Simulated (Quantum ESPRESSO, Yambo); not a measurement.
# BN (P6_3/mmc): Bethe-Salpeter spectra with Yambo, part 2 of 5

Aim: follow the lowest exciton of BN (P6_3/mmc) as the mesh is refined.

Quantum ESPRESSO 7.5 and Yambo 5.3.0; PBE and many-body steps on it, plane waves. Known limits of the many-body steps: not at the basis limit; coarse k mesh; bindings not settled in the k mesh.

So far. Step 4 (Screening and self-energy, 6×6×2 mesh, 90 bands …): The gap on the mesh goes from 4.31 eV to 5.64 eV, a correction of +1.32 eV. Step 5 (Empty states on the mesh, 6×6×2 mesh, 16 bands): On this mesh the gap is 4.314 eV.

### Step 7. Excitons

Light makes an electron and a hole together. The Bethe-Salpeter equation adds their screened attraction and their exchange, in a window of bands around the gap.

This step: Bethe-Salpeter equation on PBE with a scissors shift, plane waves, norm-conserving pseudopotentials.

Contents of bse3.in:

```
optics
bss
bse
em1s
dipoles
rim_cut
RandQpts= 1000000
RandGvec= 1 RL
Chimod= "HARTREE"
BSKmod= "SEX"
BSEmod= "resonant"
BSSmod= "d"
BSENGexx= 20 Ry
BSENGBlk= 4 Ry
% BSEQptR
 1 | 1 |
%
% BSEBands
 5 | 10 |
%
% BEnRange
 0 | 8 | eV
%
% BDmRange
 0.1 | 0.1 | eV
%
BEnSteps= 161
% BLongDir
 1 | 0 | 0 |
%
% BndsRnXs
 1 | 16 |
%
NGsBlkXs= 4 Ry
% LongDrXs
 1 | 1 | 1 |
%
% KfnQP_E
 1.45 | 1.0 | 1.0 |
%
WRbsWF
FFTGvecs= 32 Ry
```

Command:

```sh
$ OMP_NUM_THREADS=1 mpirun -n 8 yambo -F bse3.in -J bse3 -C bse3 > bse3.log
```

Output:

```text
 Yambo, version 5.3.0

 [02] CORE Variables Setup
 =========================

  [... cell, symmetries and grids as in the set-up ...]

  [02.05] Energies & Occupations
  ==============================

  [X] === General ===
  [X] Electronic Temperature                        :  0.000000  0.000000 [eV K]
  [X] Bosonic    Temperature                        :  0.000000  0.000000 [eV K]
  [X] Finite Temperature mode                       : no
  [X] El. density                                   :  0.44236E+24 [cm-3]
  [X] Fermi Level                                   :  4.698540 [eV]

  [X] === Gaps and Widths ===
  [X] Conduction Band Min                           :  4.314168 [eV]
  [X] Valence Band Max                              :  0.000000 [eV]
  [X] Filled Bands                                  :   8
  [X] Empty Bands                                   :   9  16
  [X] Direct Gap                                    :  4.669583 [eV]
  [X] Direct Gap localized at k                     :  14
  [X] Indirect Gap                                  :  4.314168 [eV]
  [X] Indirect Gap between kpts                     :  14   7
  [X] Last valence band width                       :  3.190979 [eV]
  [X] 1st conduction band width                     :  3.840424 [eV]

 [03] Transferred momenta grid and indexing
 ==========================================

 [BZ sampling] Q-grid is User defined and/or read from the database

 IBZ Q-points                                      :  14
 BZ  Q-points                                      :   72

 K/Q-points units:
 rlu = crystal or reduced units; cc = cartesian coordinates; iku = interal k-units

 Q [ 1]         [rlu]:  0.000000  0.000000  0.000000
 Q [ 2]         [rlu]:  0.000000  0.000000 -0.500000
 Q [ 3]         [rlu]:  0.45246E-17  0.16667       0.0000
 Q [ 4]         [rlu]:  0.45246E-17  0.16667     -0.50000
 Q [ 5]         [rlu]:  0.90491E-17  0.33333       0.0000
 Q [ 6]         [rlu]:  0.90491E-17  0.33333     -0.50000
 Q [ 7]         [rlu]: -0.13574E-16 -0.50000       0.0000
 Q [ 8]         [rlu]: -0.13574E-16 -0.50000     -0.50000
 Q [ 9]         [rlu]:  0.166667  0.166667  0.000000
 Q [10]         [rlu]:  0.166667  0.166667 -0.500000
 Q [11]         [rlu]:  0.166667  0.333333  0.000000
 Q [12]         [rlu]:  0.166667  0.333333 -0.500000
 Q [13]         [rlu]:  0.333333  0.333333  0.000000
 Q [14]         [rlu]:  0.333333  0.333333 -0.500000

  [03.01] X + BSE indexes
  =======================

   [03.01.01] Sigma indexes
   ========================

 [04] Coloumb potential Random Integration (RIM)
 ===============================================

  [04.01] RIM initialization
  ==========================

  * Diagonal components only detected *

  8 x (sBL volume)        :  0.112915 [a.u.]
  sBZ random points       :  1000000
  Points outside the sBZ  :   7981908
  RL volume               :  1.016236 [a.u.]
  Integrated volume       :  1.018540 [a.u.]

  [04.02] RIM integrals
  =====================

  Gamma point sphere radius             :  0.087673 [a.u.]
  Points outside the sphere             :   800056
  [Int_sBZ(q=0) 1/q^2]*(Vol_sBZ)^(-1/3) =:  7.718302
                                 should be <:  7.795600

  Summary of Coulomb integrals for non-metallic bands |Q|[au] RIM/Bare

  Q [1] 0.100000E-4 0.990085 * Q [2] 0.249574 1.075393
  Q [3] 0.255544 1.053879 * Q [4] 0.357197 1.052688
  Q [9] 0.442616 1.021893 * Q [10] 0.508130 1.021750
  Q [5] 0.511089 1.016956 * Q [6] 0.568770 1.016958
  Q [11] 0.676107 1.010896 * Q [12] 0.720700 1.010784
  Q [7] 0.766633 1.008740 * Q [8] 0.806234 1.008615
  Q [13] 0.885232 1.007388 * Q [14] 0.919741 1.007309

 [05] External/Internal QP corrections
 =====================================

 [QP_apply] Action to be applied: USER defined scissor

  [05.01]  QP corrections report
  ==============================

  [K+QP] === General ===
  [K+QP] Electronic Temperature                     :  0.000000  0.000000 [eV K]
[...]
BSE components folding :      0.0002s P1 [MAX]      0.0002s P6 [min]
                                    scatter_Gamp :      0.0003s P7 ( 14 calls,   0.019 msec avg) [MAX]      0.0003s P8 ( 14 calls,   0.018 msec avg) [min]
                              BSE matrix filling :      0.0003s P5 [MAX]      0.0003s P1 [min]
                         IO_and_Messaging_switch :      0.0003s P1 (177 calls,   0.002 msec avg) [MAX]      0.0003s P3 (177 calls,   0.002 msec avg) [min]
                                       X (REDUX) :      0.0074s P7 ( 14 calls,   0.527 msec avg) [MAX]      0.0007s P2 ( 14 calls,   0.048 msec avg) [min]
                                  eval_G_minus_G :      0.0008s P6 [MAX]      0.0008s P2 [min]
                                      Xo (REDUX) :      0.0384s P5 ( 14 calls,   2.741 msec avg) [MAX]      0.0010s P1 ( 14 calls,   0.074 msec avg) [min]
                                    PP_uspp_init :      0.0013s P3 ( 62 calls,   0.020 msec avg) [MAX]      0.0012s P7 ( 61 calls,   0.020 msec avg) [min]
                                     K_WF_phases :      0.0052s P7 [MAX]      0.0018s P6 [min]
                                   X (procedure) :      0.0097s P1 ( 14 calls,   0.695 msec avg) [MAX]      0.0025s P6 ( 14 calls,   0.180 msec avg) [min]
                                         io_GROT :      0.0055s P6 (  2 calls,   2.757 msec avg) [MAX]      0.0048s P8 (  2 calls,   2.398 msec avg) [min]
                              BSE matrix (REDUX) :      0.0049s P1 [MAX]      0.0049s P8 [min]
                                        io_QINDX :      0.0095s P1 (  5 calls,   1.891 msec avg) [MAX]      0.0051s P3 (  3 calls,   1.714 msec avg) [min]
                             PARALLEL_lin_system :      0.0058s P2 ( 14 calls,   0.412 msec avg) [MAX]      0.0056s P4 ( 14 calls,   0.403 msec avg) [min]
                                     BSE dipoles :      0.0059s P6 [MAX]      0.0059s P3 [min]
                                     io_KB_pwscf :      0.0098s P5 ( 10 calls,   0.979 msec avg) [MAX]      0.0088s P2 (  9 calls,   0.974 msec avg) [min]
                                 bz_samp_indexes :      0.0093s P1 [MAX]      0.0093s P7 [min]
                                            io_X :      0.0487s P1 ( 37 calls,   1.318 msec avg) [MAX]      0.0116s P6 ( 37 calls,   0.314 msec avg) [min]
                          MATRIX transfer (NONE) :      0.0174s P8 (  2 calls,   8.711 msec avg) [MAX]      0.0142s P1 (  2 calls,   7.098 msec avg) [min]
                                      T_space IP :      0.0147s P4 [MAX]      0.0144s P8 [min]
                                           io_BS :      0.0162s P2 (220 calls,   0.074 msec avg) [MAX]      0.0151s P7 (213 calls,   0.071 msec avg) [min]
                                      io_DIPOLES :      0.0231s P1 ( 33 calls,   0.701 msec avg) [MAX]      0.0154s P4 ( 26 calls,   0.593 msec avg) [min]
                                       FFT_setup :      0.0368s P2 ( 69 calls,   0.533 msec avg) [MAX]      0.0356s P7 ( 68 calls,   0.524 msec avg) [min]
                                     io_fragment :      0.0522s P1 (152 calls,   0.344 msec avg) [MAX]      0.0464s P8 (131 calls,   0.354 msec avg) [min]
                                  DIPOLE_g_space :      0.0574s P8 [MAX]      0.0569s P1 [min]
                                     WF_load_FFT :      0.0679s P4 ( 62 calls,   1.096 msec avg) [MAX]      0.0655s P5 ( 61 calls,   1.074 msec avg) [min]
                                           io_WF :      0.1060s P3 (213 calls,   0.498 msec avg) [MAX]      0.1016s P7 (210 calls,   0.484 msec avg) [min]
                            X T_space Kernel sum :      0.1264s P5 (392 calls,   0.322 msec avg) [MAX]      0.1070s P1 (406 calls,   0.263 msec avg) [min]
                                T_space EXX Osc. :      0.1418s P3 ( 53 calls,   2.676 msec avg) [MAX]      0.1361s P7 ( 52 calls,   2.617 msec avg) [min]
                                  Xo (procedure) :      0.1996s P2 ( 14 calls,  14.260 msec avg) [MAX]      0.1912s P5 ( 14 calls,  13.654 msec avg) [min]
                               T_space CORR Osc. :      0.3821s P8 (196 calls,   1.950 msec avg) [MAX]      0.2978s P1 (203 calls,   1.467 msec avg) [min]
              PARALLEL_HERMITIAN_diagonalization :      0.3606s P1 [MAX]      0.3578s P8 [min]
                                  LINEAR ALGEBRA :      0.3808s P3 ( 15 calls,  25.384 msec avg) [MAX]      0.3752s P5 [min]
                                    Diago Solver :      0.4029s P1 [MAX]      0.3969s P8 [min]
                                             RIM :      0.4971s P8 [MAX]      0.4964s P4 [min]
                                X T_space Kernel :      0.6796s P8 [MAX]      0.5852s P1 [min]
                                         Dipoles :      1.0713s P5 [MAX]      1.0712s P2 [min]

 [11] Game Over & Game summary
```

It took 3.7 s on 8 MPI ranks of Arm Neoverse V2, shared host; peak memory 1.9 GiB; 21 s of CPU time.

This step gave:

```yaml
transitions_in_the_window: 576
direct_gap_of_the_transition_levels: 6.120 eV
lowest_state: 5.072 eV
first_strong_exciton_over_a_fiftieth_of_the_strongest_listed: 5.092 eV
binding_of_the_lowest_state_below_the_direct_gap: 1.048 eV
coulomb_term_of_one_mesh_cell: 0.7963 eV
```

The binding is 1.3 times the screened Coulomb term of one mesh cell (0.80 eV), so it is not shown settled.

The lowest state lies at 5.072 eV, 1.048 eV under the direct gap.

Lines within 3 meV are set at the lowest of them, and the highest group, which the list may cut short, is left out. Lines of the exciton spectrum (strongest = 100):

```
position (eV)  lines merged  strength, relative
        5.072             1                 0.0
        5.075             1                 0.0
        5.092             1                  33
        5.095             1                 100
        5.451             2                 0.0
        5.480             2                 0.0
        5.490             3                 0.0
        5.770             2                 0.0
        5.774             1                 0.0
        5.818             2                  17
        5.830             2                 0.0
        5.838             1                 0.0
        6.015             2                  96
        6.235             2                 0.0
```

The ε₂ has structure finer than the step of the table below, so its rows give means over 0.25 eV, whole bins alone (the curve runs from 0 to 8 eV). Peaks (eV: height): BSE 5.100: 33.0, 6.000: 24.5; no electron-hole interaction 6.100: 7.67, 7.150: 19.1.

Field along x; broadening 0.1 eV; transition window only. Limits: finite bands, cutoff and mesh; coarse k mesh; exciton not shown settled in the k mesh. ε₂ against photon energy; means over each step:

```
photon energy (eV)     BSE  no electron-hole interaction
              0.25  0.0242                        0.0134
              0.50  0.0267                        0.0145
              0.75  0.0295                        0.0156
              1.00  0.0329                        0.0169
              1.25  0.0369                        0.0183
              1.50  0.0418                        0.0200
              1.75  0.0476                        0.0218
              2.00  0.0548                        0.0240
              2.25  0.0638                        0.0265
              2.50  0.0754                        0.0295
              2.75  0.0904                        0.0330
              3.00   0.111                        0.0371
              3.25   0.139                        0.0422
              3.50   0.180                        0.0485
              3.75   0.245                        0.0564
              4.00   0.354                        0.0665
              4.25   0.567                        0.0799
              4.50    1.09                        0.0982
              4.75    3.13                         0.125
              5.00    18.8                         0.166
              5.25    13.0                         0.237
              5.50    3.47                         0.386
              5.75    7.06                         0.853
              6.00    18.2                          4.09
              6.25    5.24                          5.86
              6.50    1.64                          4.43
              6.75    2.27                          2.25
              7.00    3.43                          8.73
              7.25    1.56                          11.4
              7.50   0.641                          5.17
              7.75   0.476                          5.85
```

### Step 8. Triplet (no exchange term)

bse4.in, as its differences from bse3.in of step 7:

```diff
@@ -12,3 +12,3 @@
 BSSmod= "d"
-BSENGexx= 20 Ry
+BSENGexx= 1 RL
 BSENGBlk= 4 Ry
```

Command:

```sh
$ OMP_NUM_THREADS=1 mpirun -n 8 yambo -F bse4.in -J bse4,bse3_W -C bse4 > bse4.log
```

Output:

```text
 Yambo, version 5.3.0

 [02] CORE Variables Setup
 =========================

  [... cell, symmetries and grids as in the set-up ...]

  [02.05] Energies & Occupations
  ==============================

  [X] === General ===
  [X] Electronic Temperature                        :  0.000000  0.000000 [eV K]
  [X] Bosonic    Temperature                        :  0.000000  0.000000 [eV K]
  [X] Finite Temperature mode                       : no
  [X] El. density                                   :  0.44236E+24 [cm-3]
  [X] Fermi Level                                   :  4.698540 [eV]

  [X] === Gaps and Widths ===
  [X] Conduction Band Min                           :  4.314168 [eV]
  [X] Valence Band Max                              :  0.000000 [eV]
  [X] Filled Bands                                  :   8
  [X] Empty Bands                                   :   9  16
  [X] Direct Gap                                    :  4.669583 [eV]
  [X] Direct Gap localized at k                     :  14
  [X] Indirect Gap                                  :  4.314168 [eV]
  [X] Indirect Gap between kpts                     :  14   7
  [X] Last valence band width                       :  3.190979 [eV]
  [X] 1st conduction band width                     :  3.840424 [eV]

 [03] Transferred momenta grid and indexing
 ==========================================

 IBZ Q-points                                      :  14
 BZ  Q-points                                      :   72

 K/Q-points units:
 rlu = crystal or reduced units; cc = cartesian coordinates; iku = interal k-units

 Q [ 1]         [rlu]:  0.000000  0.000000  0.000000
 Q [ 2]         [rlu]:  0.000000  0.000000 -0.500000
 Q [ 3]         [rlu]:  0.45246E-17  0.16667       0.0000
[...]
io_DIPOLES :      0.0093s P1 ( 10 calls,   0.934 msec avg) [MAX]      0.0092s P6 ( 10 calls,   0.918 msec avg) [min]
                              T_space IP :      0.0145s P6 [MAX]      0.0144s P3 [min]
                  MATRIX transfer (NONE) :      0.0188s P7 (  2 calls,   9.418 msec avg) [MAX]      0.0169s P1 (  2 calls,   8.443 msec avg) [min]
                                   io_BS :      0.0188s P3 (220 calls,   0.085 msec avg) [MAX]      0.0172s P8 (213 calls,   0.081 msec avg) [min]
                               FFT_setup :      0.0372s P2 ( 55 calls,   0.676 msec avg) [MAX]      0.0322s P8 ( 54 calls,   0.596 msec avg) [min]
                                    io_X :      0.0383s P2 ( 36 calls,   1.063 msec avg) [MAX]      0.0378s P7 ( 36 calls,   1.051 msec avg) [min]
                             io_fragment :      0.0555s P2 (104 calls,   0.533 msec avg) [MAX]      0.0418s P7 (103 calls,   0.405 msec avg) [min]
                             WF_load_FFT :      0.0709s P2 ( 54 calls,   1.313 msec avg) [MAX]      0.0573s P5 ( 53 calls,   1.081 msec avg) [min]
                    X T_space Kernel sum :      0.1141s P6 (392 calls,   0.291 msec avg) [MAX]      0.0800s P1 (406 calls,   0.197 msec avg) [min]
                                   io_WF :      0.1086s P2 (176 calls,   0.617 msec avg) [MAX]      0.0941s P6 (173 calls,   0.544 msec avg) [min]
                        T_space EXX Osc. :      0.1602s P4 ( 53 calls,   3.024 msec avg) [MAX]      0.1538s P5 ( 52 calls,   2.958 msec avg) [min]
                       T_space CORR Osc. :      0.4052s P7 (196 calls,   2.067 msec avg) [MAX]      0.3304s P3 (203 calls,   1.627 msec avg) [min]
      PARALLEL_HERMITIAN_diagonalization :      0.3737s P1 [MAX]      0.3725s P7 [min]
                          LINEAR ALGEBRA :      0.3913s P7 [MAX]      0.3906s P1 [min]
                            Diago Solver :      0.4207s P1 [MAX]      0.4147s P8 [min]
                        X T_space Kernel :      0.7182s P6 [MAX]      0.6321s P1 [min]

 [11] Game Over & Game summary
[key lines of the parts left out:]
Dipoles :      0.0026s P1 [MAX]      0.0025s P4 [min]
```

The job ended after 1.9 s (8 MPI ranks; peak memory 0.26 GiB; 14 s of CPU time).

The lowest triplet lies at 4.996 eV; without spin-orbit coupling triplets are dark, so no spectrum is read.

### Step 9. Empty states on the mesh, 6×6×4 mesh, 16 bands

This step: Quantum ESPRESSO 7.5; DFT, PBE, plane waves, norm-conserving pseudopotentials.

Contents of pw.in:

```
&control
  calculation = 'nscf'
  prefix = 'x'
  outdir = 'o'
  pseudo_dir = 'pseudo'
/
&system
  ibrav = 0
  nat = 4
  ntyp = 2
  ecutwfc = 72.0
  nbnd = 16
  force_symmorphic = .true.
/
&electrons
  conv_thr = 1e-9
  electron_maxstep = 80
  diago_full_acc = .true.
  diago_thr_init = 5e-6
/
ATOMIC_SPECIES
  B 10.81 B.upf
  N 14.007 N.upf
CELL_PARAMETERS angstrom
  2.5039900000 0.0000000000 0.0000000000
  -1.2519950000 2.1685189508 0.0000000000
  0.0000000000 0.0000000000 6.6612000000
ATOMIC_POSITIONS crystal
  B 0.3333333333 0.6666666667 0.2500000000
  B 0.6666666667 0.3333333333 0.7500000000
  N 0.3333333333 0.6666666667 0.7500000000
  N 0.6666666667 0.3333333333 0.2500000000
K_POINTS automatic
  6 6 4 0 0 0
```

Command:

```sh
$ OMP_NUM_THREADS=1 mpirun -n 8 pw.x -nk 4 -in pw.in > pw.out
```

Output:

```text
[banner, memory and clock lines left out]
Program PWSCF v.7.5 starts

     Atomic positions and unit cell read from directory:
     o/x.save/

     Message from routine setup:
     using ibrav=0 with symmetry is DISCOURAGED, use correct ibrav instead

     bravais-lattice index     =            0
     lattice parameter (alat)  =       4.7319  a.u.
     unit-cell volume          =     244.0871 (a.u.)^3
     number of atoms/cell      =            4
     number of atomic types    =            2
     number of electrons       =        16.00
[...]
k = 0.0000 0.0000 0.0940 (  2524 PWs)   bands (ev):

   -13.0403 -12.8371  -1.2409   0.2151   3.3613   3.3613   3.3867   3.3867
    10.6628  14.0820  16.3593  16.3593  16.4444  16.4444  17.1822  17.6422

          k = 0.0000 0.0000-0.1880 (  2518 PWs)   bands (ev):

   -12.9409 -12.9409  -0.5699  -0.5699   3.3741   3.3741   3.3741   3.3741
    12.3076  12.3076  16.4014  16.4014  16.4014  16.4014  17.4724  17.4724

          k = 0.0000 0.1925 0.0000 (  2533 PWs)   bands (ev):

     [... further k-points ...]

     highest occupied, lowest unoccupied level (ev):     4.6985    9.0127

     XML data file, pseudopotentials, collected wavefunctions
```

The job ended after 1.4 s (8 MPI ranks; peak memory 0.05 GiB).

This step gave:

| Property | Result |
| --- | --- |
| gap | 4.314 eV |
| k of the valence top | 0.3333, 0.3333, -0.5 |
| k of the conduction bottom | 0, -0.5, 0 |
| least direct gap | 4.670 eV |
| k points computed | 24 |
| lowest point of the top converged band, above the valence top | 12.77 eV |

On this mesh the gap is 4.314 eV.

### Step 10. Conversion and set-up

This step: Yambo 5.3.0; conversion and set-up on PBE, plane waves, norm-conserving pseudopotentials.

Command:

```sh
$ (cd o/x.save; p2y > p2y.log; mv SAVE ../..); yambo > setup.log
```

Output:

```text
 Yambo, version 5.3.0

 [02] CORE Variables Setup
 =========================

  [02.01] Unit cells
  ==================

  Cell kind             :  HCP
  Atoms in the cell     :  B  N
  number of B  atoms    :  2
  number of N  atoms    :  2

  List of atomic masses
  Mass of B     :  10.81000
  Mass of N     :  14.00700

  List of atomic coordinates    : [cc]
  B1       : -0.23659E-09   2.7319       3.1470      order 1
  B2       :  2.365928  1.365969  9.440883  order 2
  N1       : -0.23659E-09   2.7319       9.4409      order 3
[...]
Q [ 1]         [rlu]:  0.000000  0.000000  0.000000
 Q [ 2]         [rlu]:  0.000000  0.000000  0.250000
 Q [ 3]         [rlu]:  0.000000  0.000000 -0.500000
[...]
Q [ 8]         [rlu]:  0.90491E-17  0.33333      0.25000
 Q [ 9]         [rlu]:  0.90491E-17  0.33333     -0.50000
 Q [10]         [rlu]: -0.13574E-16 -0.50000       0.0000
     [... 12 further rows ...]
 Q [23]         [rlu]:  0.90491E-17  0.33333     -0.25000
 Q [24]         [rlu]: -0.166667  0.500000 -0.250000

  [03.01] X indexes
  =================

   [03.01.01] Sigma indexes
   ========================

 [06] Game Over & Game summary
```

Elapsed: 1.9 s, on 1 MPI rank; peak memory 0.24 GiB.

(Part 2 of 5 ends here.)

[Paths, hosts, dates, memory and timing lines, banners, echoed tables and standing remarks are left out of the program output.]

[Logs are printed without paths, hosts, clocks, repeated set-up lines and the standing remarks that a program may print on its own settings, such as how far it seeks lower states.]

[Runs of the session that timed out or met a known fault of the program may be left out.]

[Hosts, paths, dates, database ids (printed as entryN), source tags and the programs' standing remarks are cut or masked in the printed files.]
